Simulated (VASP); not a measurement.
Here is a VASP 6.6.1 calculation.

File INCAR:

```
PREC = Accurate
ENCUT = 520
EDIFF = 1E-6
ISMEAR = 0
SIGMA = 0.05
LREAL = F
LASPH = T
NELM = 60
ALGO = Normal
ISIF = 2
LWAVE = F
LCHARG = F
GGA = PS
NBANDS = 28
```

KPOINTS

```
regular mesh
0
Gamma
  6 6 4
```

POSCAR

```
SnSe
1.0
    4.2853274191      0.0000000000      0.0000000000
    0.0000000000      4.2853274191      0.0000000000
    0.0000000000      0.0000000000     10.9906921300
Sn Se
2 2
Direct
    0.5000000000      0.0000000000      0.3745037620
    0.0000000000      0.5000000000      0.6300455420
    0.5000000000      0.0000000000      0.6160394900
    0.0000000000      0.5000000000      0.3839605100
```

Potentials or basis: VASP PAW PBE potentials, release 64 (Sn_d, Se).

Command:

```sh
$ cat potpaw_PBE.64/Sn_d/POTCAR potpaw_PBE.64/Se/POTCAR > POTCAR
$ mpirun -np 1 vasp_std > vasp.out
```

(1) What does it give for the band gap on the k mesh?

(2) What does it give for the largest force?

Answers

(1) 1.46 eV, direct.

(2) 0.268 eV/Å.

Caveat: the PAW data sets were made with another functional, which shifts forces and pressure a little; spin-orbit coupling is left out, which moves the levels of the heavy elements.
